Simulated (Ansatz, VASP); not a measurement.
## Two plane-wave programs on AlN

INCAR

```
SYSTEM = AlN
PREC = Accurate
ENCUT = 520
EDIFF = 1E-7
ISMEAR = 0
SIGMA = 0.05
LREAL = .FALSE.
LASPH = .TRUE.
NELM = 60
ALGO = Normal
ISIF = 2
LWAVE = .FALSE.
LCHARG = .FALSE.
GGA = PE
NBANDS = 16
```

KPOINTS

```
regular mesh
0
G
  6 6 6
  0 0 0
```

Contents of POSCAR:

```
AlN
1.0
    0.0000000000     -2.2015682416     -2.2015682416
   -2.2015682416      0.0000000000     -2.2015682416
    2.2015682416      2.2015682416     -4.4031364832
Al N
2 2
Direct
   -0.0090083348      0.0353384781     -0.0008842550
    0.5072398248      0.4628930118      0.4991157450
    0.3694237462      0.4091607263      0.8767033313
    0.8839829163      0.8442459362      0.3767033313
```

Input for Ansatz:

```yaml
crystal:
  lattice:
    - [0.0, -2.2015682416, -2.2015682416]
    - [-2.2015682416, 0.0, -2.2015682416]
    - [2.2015682416, 2.2015682416, -4.4031364832]
  atoms:
    - { symbol: Al, position: [-0.0090083348, 0.0353384781, -0.000884255] }
    - { symbol: Al, position: [0.5072398248, 0.4628930118, 0.499115745] }
    - { symbol: "N", position: [0.3694237462, 0.4091607263, 0.8767033313] }
    - { symbol: "N", position: [0.8839829163, 0.8442459362, 0.3767033313] }
basis:
  ecutwfc: 520.0
kpoints:
  mp_grid: { grid: [6, 6, 6] }
hamiltonian:
  xc: pbe
scf:
  occupations: { method: gaussian, width: 0.05 }
output:
  forces: true
  stress: true
  eigenvalues: true
```

Change from the starting cell: mode 4 frozen in at -0.102 Å and mode 10 at -0.015 Å (largest displacements).

Alike in both runs: task single point; functional PBE; k mesh 6 × 6 × 6; occupations gaussian, width 0.05 eV; no spin polarisation.

|  | VASP | Ansatz |
| --- | --- | --- |
| version | VASP 6.6.1 | Ansatz 0.2.0 |
| potentials or method | VASP PAW PBE potentials, release 64 (Al, N) | scalar-relativistic, plane waves, PAW |
| plane-wave cutoff (eV) | 520 | 520 |
| valence electrons in the cell | 16 | 16 |

```tsv
	VASP	Ansatz	Ansatz less VASP
gap on the k mesh at the Fermi level (eV)	3.19	3.20	+0.007
least direct gap on the mesh (eV)	3.69	3.69	+0.005
pressure (GPa)	-0.5	-0.2	+0.26
largest component of the traceless stress (GPa)	1.26	1.25	-0.007
rms of the force components (eV/Å)	0.312	0.311	-0.0010
```

Atom by atom the forces differ by 0.001 eV/Å (rms over components).

A k mesh can miss the band edges.
